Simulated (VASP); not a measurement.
# CaO (Lime) (Fm-3m) in VASP: further runs

The runs below take CaO (Lime) through phonons, dielectric tensor, elastic constants, with LDA, PBEsol.

All numbers are computed with VASP 6.6.1; they aren't measurements. Logs are shortened: lines on timing, memory, paths and dates and some standing lists are left out, and cuts for length are marked.

## 1. Starting point

It takes space group Fm-3m (No. 225, cubic). Conventional cell: a = 4.718 Å, b = 4.718 Å, c = 4.718 Å, α = 90.00°, β = 90.00°, γ = 90.00°. Ca (site symmetry m-3m) is surrounded by 6 O at 2.36 Å. O (site symmetry m-3m) has 6 Ca at 2.36 Å as nearest neighbours.

## 2. Phonons, LDA

Input file POSCAR:

```
CaO
1.0
    0.0000000000      2.3587803499      2.3587803499
    2.3587803499      0.0000000000      2.3587803499
    2.3587803499      2.3587803499      0.0000000000
  Ca              O
     1     1
Direct
     0.0000000000000000    0.0000000000000000    0.0000000000000000
     0.5000000000000000    0.5000000000000000    0.5000000000000000
```

Input file INCAR.step1:

```
PREC = Accurate
ENCUT = 600
EDIFF = 1E-8
ISMEAR = 0
SIGMA = 0.03
LREAL = F
LASPH = T
NELM = 80
ALGO = Normal
ISIF = 3
LWAVE = F
LCHARG = F
GGA = CA
IBRION = 2
NSW = 40
EDIFFG = -0.002
```

Input file INCAR.step2:

```
PREC = Accurate
ENCUT = 600
EDIFF = 1E-8
ISMEAR = 0
SIGMA = 0.03
LREAL = F
LASPH = T
NELM = 80
ALGO = Normal
ISIF = 2
LWAVE = F
LCHARG = F
GGA = CA
IBRION = 6
NFREE = 2
POTIM = 0.015
NSW = 1
```

Input file KPOINTS:

```
Automatic mesh
0
Gamma
  10 10 10
```

Potentials or basis: VASP PAW LDA potentials, release 64 (Ca_sv, O).

The run is started by

```
$ cat potpaw_LDA.64/Ca_sv/POTCAR potpaw_LDA.64/O/POTCAR > POTCAR
$ cp INCAR.step1 INCAR
$ mpirun -np 1 vasp_std > vasp.out
$ cp CONTCAR POSCAR
$ cp INCAR.step2 INCAR
$ mpirun -np 1 vasp_std > vasp.out
```

OUTCAR:

```text
PREC = Accurate
   ENCUT = 600
   EDIFF = 1E-8
   ISMEAR = 0
   LREAL = F
   LASPH = T
   NELM = 80
   ISIF = 2
   GGA = CA
   IBRION = 6
   NFREE = 2
   POTIM = 0.015
   NSW = 1

 ion  position               nearest neighbor table
   1  0.000  0.000  0.000-   2 2.36   2 2.36   2 2.36   2 2.36   2 2.36   2 2.36
   2  0.500  0.500  0.500-   1 2.36   1 2.36   1 2.36   1 2.36   1 2.36   1 2.36

  LATTYP: Found a face centered cubic cell.
 ALAT       =     4.7181297773

  Lattice vectors:

 A1 = (   0.0000000000,   2.3590648886,   2.3590648886)
 A2 = (   2.3590648886,   0.0000000000,   2.3590648886)
 A3 = (   2.3590648886,   2.3590648886,   0.0000000000)

Analysis of symmetry for initial positions (statically):
=====================================================================
 Subroutine PRICEL returns:
 Original cell was already a primitive cell.

 Routine SETGRP: Setting up the symmetry group for a
 face centered cubic supercell.

 Subroutine GETGRP returns: Found 48 space group operations
 (whereof 48 operations were pure point group operations)
 out of a pool of 48 trial point group operations.

The static configuration has the point symmetry O_h .

Analysis of symmetry for dynamics (positions and initial velocities):
=====================================================================
 Subroutine PRICEL returns:
 Original cell was already a primitive cell.

 Routine SETGRP: Setting up the symmetry group for a
 face centered cubic supercell.

 Subroutine GETGRP returns: Found 48 space group operations
 (whereof 48 operations were pure point group operations)
 out of a pool of 48 trial point group operations.

The dynamic configuration has the point symmetry O_h .

 Subroutine INISYM returns: Found 48 space group operations
 (whereof 48 operations are pure point group operations),
 and found     1 'primitive' translations

----------------------------------------------------------------------------------------

                                     Primitive cell

  volume of cell :      26.2573

  direct lattice vectors                    reciprocal lattice vectors
     0.000000000  2.359064889  2.359064889    -0.211948388  0.211948388  0.211948388
     2.359064889  0.000000000  2.359064889     0.211948388 -0.211948388  0.211948388
     2.359064889  2.359064889  0.000000000     0.211948388  0.211948388 -0.211948388

  length of vectors
     3.336221560  3.336221560  3.336221560     0.367105376  0.367105376  0.367105376

  position of ions in fractional coordinates (direct lattice)
     0.000000000  0.000000000  0.000000000
     0.500000000  0.500000000  0.500000000

  ion indices of the primitive-cell ions
   primitive index   ion index
                 1           1
                 2           2

----------------------------------------------------------------------------------------

 KPOINTS: Automatic mesh

Automatic generation of k-mesh.
 Grid dimensions read from file:
 generate k-points for:   10   10   10

 Generating k-lattice:

  Cartesian coordinates                     Fractional coordinates (reciprocal lattice)
    -0.021194839  0.021194839  0.021194839     0.100000000  0.000000000  0.000000000
     0.021194839 -0.021194839  0.021194839     0.000000000  0.100000000  0.000000000
     0.021194839  0.021194839 -0.021194839     0.000000000  0.000000000  0.100000000

  Length of vectors
     0.036710538  0.036710538  0.036710538

  Shift w.r.t. Gamma in fractional coordinates (k-lattice)
     0.000000000  0.000000000  0.000000000

 Subroutine IBZKPT returns following result:
 ===========================================

 Found     47 irreducible k-points:

 Following reciprocal coordinates:
            Coordinates               Weight
  0.000000  0.000000  0.000000      1.000000
  0.100000  0.000000  0.000000      8.000000
  0.200000  0.000000  0.000000      8.000000
  0.300000  0.000000  0.000000      8.000000
  0.400000  0.000000  0.000000      8.000000
  0.500000  0.000000  0.000000      4.000000
[... 16 lines left out ...]
  0.300000  0.300000  0.000000      6.000000
  0.400000  0.300000  0.000000     24.000000
 [... further k-points ...]
   k-points           NKPTS =     47   k-points in BZ     NKDIM =     47   number of bands    NBANDS=     12
   number of dos      NEDOS =    301   number of ions     NIONS =      2
   total plane-waves  NPLWV =  21952
   dimension x,y,z NGX =    28 NGY =   28 NGZ =   28
   dimension x,y,z NGXF=    56 NGYF=   56 NGZF=   56
   ions per type =               1   1
   NGX,Y,Z   is equivalent  to a cutoff of  13.95, 13.95, 13.95 a.u.
   NGXF,Y,Z  is equivalent  to a cutoff of  27.91, 27.91, 27.91 a.u.
 SYSTEM =  unknown system
   PREC   = accura    normal or accurate (medium, high low for compatibility)
   ISTART =      0    job   : 0-new  1-cont  2-samecut
   ICHARG =      2    charge: 1-file 2-atom 10-const
   ISPIN  =      1    spin polarized calculation?
   LNONCOLLINEAR =      F non collinear calculations
   LSORBIT =      F    spin-orbit coupling
   LASPH  =      T    aspherical Exc in radial PAW
   ENCUT  =  600.0 eV  44.10 Ry    6.64 a.u.   6.66  6.66  6.66*2*pi/ulx,y,z
   NELM   =     80;   NELMIN=  2; NELMDL=  0     # of ELM steps
   EDIFF  = 0.1E-07   stopping-criterion for ELM
   LREAL  =      F    real-space projection
   EDIFFG = 0.1E-06   stopping-criterion for IOM
   NSW    =     61    number of steps for IOM
   IBRION =      6    ionic relax: 0-MD 1-quasi-New 2-CG
   NFREE  =      2    steps in history (QN), initial steepest desc. (CG)
   ISIF   =      2    stress and relaxation
   ISYM   =      2    0-nonsym 1-usesym 2-fastsym
   POTIM  = 0.0150    time-step for ionic-motion
   TEBEG  =    0.0;   TEEND  =   0.0 temperature during run
   PSTRESS=    0.0 pullay stress
   NELECT =      16.0000    total number of electrons
   NUPDOWN=      -1.0000    fix difference up-down
   EMIN   =  10.00;   EMAX   =-10.00  energy-range for DOS
   EFERMI =   0.00;   METHOD = LEGACY
   ISMEAR =     0;   SIGMA  =   0.03  broadening in eV -4-tet -1-fermi 0-gaus
   EFERMI_NEDOS =   21; number of points for ismear=-14 and -15
   IALGO  =     38    algorithm
   IMIX   =      4    mixing-type and parameters
     AMIX     =   0.40;   BMIX     =  1.00
     AMIX_MAG =   1.60;   BMIX_MAG =  1.00
  volume/ion in A,a.u.               =      13.13        88.60
  Fermi-wavevector in a.u.,A,eV,Ry     =   1.387922  2.622792 26.209262  1.926326
  Thomas-Fermi vector in A             =   2.512097
   LORBIT       =      0    0 simple, 1 ext, 2 COOP (PROOUT), +10 PAW based schemes
   GGA     = CA    functional components
   LHFCALC =     F    Hartree Fock is set to
   AEXX    =    0.0000 exact exchange contribution
   IVDW    =     0    specifies the selected vdW correction
   LEPSILON=     F    determine dielectric tensor
   LRPA    =     F    only Hartree local field effects (RPA)
 finite differences with symmetry
 non-spin polarized calculation
 Gauss-broadening in eV      SIGMA  =   0.03
  energy-cutoff  :      600.00
  volume of cell :       26.26
 maximum number of plane-waves:       895
   NGX = 13   NGY = 13   NGZ = 13

--------------------------------------- Ionic step        1  -------------------------------------------

 number of electron      15.9999998 magnetization

 Free energy of the ion-electron system (eV)
  ---------------------------------------------------
  ext. energy  EPLUGINS =         0.00000000
  ---------------------------------------------------
  free energy    TOTEN  =       -14.22381067 eV

  energy without entropy =      -14.22381067  energy(sigma->0) =      -14.22381067

------------------------ aborting loop because EDIFF is reached ----------------------------------------

  FORCE on cell =-STRESS in cart. coord.  units (eV):
  Direction    XX          YY          ZZ          XY          YZ          ZX
  --------------------------------------------------------------------------------------
  -------------------------------------------------------------------------------------
  Total       -0.0026072     -0.0026072     -0.0026072     -0.0000000     -0.0000000      0.0000000
  in kB       -0.1590877     -0.1590877     -0.1590877     -0.0000000     -0.0000000      0.0000000
  external PRESSURE =      -0.1590877 kB  Pullay stress =       0.0000000 kB
[... 129 lines left out ...]
  energy  without entropy=      -14.2234020521  energy(sigma->0) =      -14.22340205

--------------------------------------- Ionic step        5  -------------------------------------------

 number of electron      15.9999999 magnetization

 Free energy of the ion-electron system (eV)
  ---------------------------------------------------
  ext. energy  EPLUGINS =         0.00000000
  ---------------------------------------------------
  free energy    TOTEN  =       -14.22340205 eV

  energy without entropy =      -14.22340205  energy(sigma->0) =      -14.22340205

 E-fermi :   2.4732     XC(G=0): -11.3049

 val. band max:        2.3435994358   @ k =   0.0000   0.0000   0.0000
 cond. band min:       5.7698868653   @ k =   0.0000   0.5000   0.5000
 fundamental gap:      3.4262874295
 Fermi energy:         2.4731816932

 k-point     1 :       0.0000    0.0000    0.0000
  band No.  band energies     occupation
      1     -34.5019      2.00000
      2     -15.5015      2.00000
      3     -15.5011      2.00000
      4     -15.5011      2.00000
      5     -12.9727      2.00000
      6       2.3435      2.00000
      7       2.3435      2.00000
      8       2.3436      2.00000
      9       7.3712      0.00000
     10       8.5798      0.00000
     11       8.5808      0.00000
     12       8.5808      0.00000
[... 331 lines left out ...]
 k-point    24 :       0.4000    0.3000    0.0000
  band No.  band energies     occupation
      1     -34.3523      2.00000
      2     -16.3458      2.00000
      3     -15.7571      2.00000
      4     -15.7210      2.00000
      5     -12.3364      2.00000
      6       0.5974      2.00000
      7       1.7668      2.00000
      8       1.8774      2.00000
      9       6.4978      0.00000
     10      10.3328      0.00000
     11      11.4071      0.00000
     12      11.5226      0.00000

 [... further k-points ...]

------------------------ aborting loop because EDIFF is reached ----------------------------------------

  FORCE on cell =-STRESS in cart. coord.  units (eV):
  Direction    XX          YY          ZZ          XY          YZ          ZX
  --------------------------------------------------------------------------------------
  -------------------------------------------------------------------------------------
  Total        0.0039954     -0.0032776     -0.0032776      0.0000000      0.0000000     -0.0000000
  in kB        0.2437926     -0.1999960     -0.1999960      0.0000000      0.0000000     -0.0000000
  external PRESSURE =      -0.0520664 kB  Pullay stress =       0.0000000 kB
[... 17 lines left out ...]
  FREE ENERGIE OF THE ION-ELECTRON SYSTEM (eV)
  ---------------------------------------------------
  free  energy   TOTEN  =       -14.2234020528 eV

  energy  without entropy=      -14.2234020528  energy(sigma->0) =      -14.22340205

 INTERNAL STRAIN TENSORS FROM DISPLACED ATOMS
 ============================================

 INTERNAL STRAIN TENSOR FOR ION    1 for displacements in x,y,z  (eV/Angst):
          X           Y           Z          XY          YZ          ZX
  --------------------------------------------------------------------------------
  x     0.00000     0.00000     0.00000     0.00000     0.00000     0.00000
  y     0.00000     0.00000     0.00000     0.00000     0.00000     0.00000
  z     0.00000     0.00000     0.00000     0.00000     0.00000     0.00000

 INTERNAL STRAIN TENSOR FOR ION    2 for displacements in x,y,z  (eV/Angst):
          X           Y           Z          XY          YZ          ZX
  --------------------------------------------------------------------------------
  x     0.00000     0.00000     0.00000     0.00000     0.00000     0.00000
  y     0.00000     0.00000     0.00000     0.00000     0.00000     0.00000
  z     0.00000     0.00000     0.00000     0.00000     0.00000     0.00000

 Eigenvectors and eigenvalues of the dynamical matrix
 ----------------------------------------------------

   1 f  =    8.811725 THz    55.365704 2PiTHz  293.927524 cm-1    36.442352 meV
             X         Y         Z           dx          dy          dz
      0.000000  0.000000  0.000000    -0.000000   -0.534343    0.000000
      2.359065  2.359065  2.359065     0.000000    0.845268    0.000000

   2 f  =    8.811725 THz    55.365704 2PiTHz  293.927524 cm-1    36.442352 meV
             X         Y         Z           dx          dy          dz
      0.000000  0.000000  0.000000     0.000000    0.000000   -0.534343
      2.359065  2.359065  2.359065     0.000000    0.000000    0.845268
[... 11 lines left out ...]
   5 f/i=    0.002007 THz     0.012608 2PiTHz    0.066933 cm-1     0.008299 meV
             X         Y         Z           dx          dy          dz
      0.000000  0.000000  0.000000    -0.843543   -0.053976    0.000000
      2.359065  2.359065  2.359065    -0.533253   -0.034121    0.000000

   6 f/i=    0.002007 THz     0.012608 2PiTHz    0.066933 cm-1     0.008299 meV
             X         Y         Z           dx          dy          dz
      0.000000  0.000000  0.000000    -0.053976    0.843543    0.000000
      2.359065  2.359065  2.359065    -0.034121    0.533253    0.000000

 ELASTIC MODULI CONTR FROM IONIC RELAXATION (kBar)
 Direction    XX          YY          ZZ          XY          YZ          ZX
 --------------------------------------------------------------------------------
 XX           0.0000      0.0000      0.0000      0.0000      0.0000      0.0000
 YY           0.0000      0.0000      0.0000      0.0000      0.0000      0.0000
 ZZ           0.0000      0.0000      0.0000      0.0000      0.0000      0.0000
 XY           0.0000      0.0000      0.0000      0.0000      0.0000      0.0000
 YZ           0.0000      0.0000      0.0000      0.0000      0.0000      0.0000
 ZX           0.0000      0.0000      0.0000      0.0000      0.0000      0.0000
 --------------------------------------------------------------------------------
```

Run time: 84 s. Hardware: 1 thread of Intel Xeon Platinum 8559C (Emerald Rapids), shared host; peak memory 0.2 GiB.

What came out:

| Item | Value |
| --- | --- |
| Highest phonon frequency at Γ, LO-TO splitting left out | 294 cm⁻¹ |

Phonon frequencies in cm⁻¹ (negative: imaginary):
| q point | frequencies |
| --- | --- |
| (0.000, 0.000, 0.000) | 0 0 0 294 294 294 |

## 3. Dielectric tensor, LDA

Input file INCAR:

```
PREC = Accurate
ENCUT = 600
EDIFF = 1E-8
ISMEAR = 0
SIGMA = 0.03
LREAL = F
LASPH = T
NELM = 80
ALGO = Normal
ISIF = 2
LWAVE = F
LCHARG = F
GGA = CA
LEPSILON = T
```

Input file KPOINTS:

```
Automatic mesh
0
Monkhorst-Pack
  16 16 16
```

Input file POSCAR:

```
CaO                                     
1.0
    0.0000000000      2.3590648886      2.3590648886
    2.3590648886      0.0000000000      2.3590648886
    2.3590648886      2.3590648886     -0.0000000000
  Ca              O             
     1     1
Direct
     1.0000000000000000    1.0000000000000000    1.0000000000000000
     0.5000000000000000    0.5000000000000000    0.5000000000000000
```

Potentials or basis: VASP PAW LDA potentials, release 64 (Ca_sv, O).

The run is started by

```
$ cat potpaw_LDA.64/Ca_sv/POTCAR potpaw_LDA.64/O/POTCAR > POTCAR
$ mpirun -np 1 vasp_std > vasp.out
```

OUTCAR:

```text
PREC = Accurate
   ENCUT = 600
   EDIFF = 1E-8
   ISMEAR = 0
   LREAL = F
   LASPH = T
   NELM = 80
   ISIF = 2
   GGA = CA
   LEPSILON = T

 ion  position               nearest neighbor table
   1  0.000  0.000  0.000-   2 2.36   2 2.36   2 2.36   2 2.36   2 2.36   2 2.36
   2  0.500  0.500  0.500-   1 2.36   1 2.36   1 2.36   1 2.36   1 2.36   1 2.36

  LATTYP: Found a face centered cubic cell.
 ALAT       =     4.7181297772

  Lattice vectors:

 A1 = (   0.0000000000,   2.3590648886,   2.3590648886)
 A2 = (   2.3590648886,   0.0000000000,   2.3590648886)
 A3 = (   2.3590648886,   2.3590648886,   0.0000000000)

Analysis of symmetry for initial positions (statically):
=====================================================================
 Subroutine PRICEL returns:
 Original cell was already a primitive cell.

 Routine SETGRP: Setting up the symmetry group for a
 face centered cubic supercell.

 Subroutine GETGRP returns: Found 48 space group operations
 (whereof 48 operations were pure point group operations)
 out of a pool of 48 trial point group operations.

The static configuration has the point symmetry O_h .

[... 578 lines left out ...]
  ---------------------------------------------------
  free energy    TOTEN  =        -0.22172179 eV

  energy without entropy =       -0.22172179

------------------------ aborting loop because EDIFF is reached ----------------------------------------

 PIEZOELECTRIC TENSOR FIELD DIRECTION 3  (e Angst)
 -----------------------------------------------------------------------------
    -0.00009  0.00000 -0.00000           ( -0.00000  0.00000 -0.00000)
     0.00000 -0.00009  0.00000           (  0.00000 -0.00000  0.00000)
    -0.00000  0.00000 -0.00035           ( -0.00000  0.00000 -0.00000)

 PIEZOELECTRIC TENSOR FIELD DIRECTION 3  (C/m^2)
 -----------------------------------------------------------------------------
    -0.00005  0.00000 -0.00000
     0.00000 -0.00005  0.00000
    -0.00000  0.00000 -0.00021

 MACROSCOPIC STATIC DIELECTRIC TENSOR (including local field effects in DFT)
 ------------------------------------------------------
           3.878176     0.000000    -0.000000
           0.000000     3.878176     0.000000
           0.000000     0.000000     3.878176
 ------------------------------------------------------

 PIEZOELECTRIC TENSOR (including local field effects)  for field in x, y, z        (e  Angst)
          XX          YY          ZZ          XY          YZ          ZX
  --------------------------------------------------------------------------------
  x     0.00000     0.00000     0.00000     0.00000     0.00000     0.00000
  y     0.00000     0.00000     0.00000     0.00000     0.00000     0.00000
  z     0.00000     0.00000     0.00000     0.00000     0.00000     0.00000

 PIEZOELECTRIC TENSOR (including local field effects)  for field in x, y, z        (C/m^2)
          XX          YY          ZZ          XY          YZ          ZX
  --------------------------------------------------------------------------------
  x     0.00000     0.00000     0.00000     0.00000     0.00000     0.00000
  y     0.00000     0.00000     0.00000     0.00000     0.00000     0.00000
  z     0.00000     0.00000     0.00000     0.00000     0.00000     0.00000

 BORN EFFECTIVE CHARGES (including local field effects) (in |e|, cummulative output)
 ---------------------------------------------------------------------------------
 ion    1
    1     2.37490     0.00000     0.00000
    2     0.00000     2.37490     0.00000
    3     0.00000     0.00000     2.37490
 ion    2
    1    -2.37490     0.00000     0.00000
    2     0.00000    -2.37490     0.00000
    3     0.00000     0.00000    -2.37490
```

Wall time 44 min (1 thread of Intel Xeon Platinum 8559C (Emerald Rapids), shared host); peak memory 1.1 GiB.

What came out:

- Electronic dielectric tensor (diagonal): 3.88
- Born charges (mean of the diagonal): Ca +2.37; O -2.37 e

Electronic dielectric tensor:
```
3.88 0.00 0.00
0.00 3.88 0.00
0.00 0.00 3.88
```

Born effective charge tensors (e):
atom 1, Ca
```
2.37 0.00 0.00
0.00 2.37 0.00
0.00 0.00 2.37
```
atom 2, O
```
-2.37  0.00  0.00
 0.00 -2.37  0.00
 0.00  0.00 -2.37
```

(Part 1 of 2 ends here.)
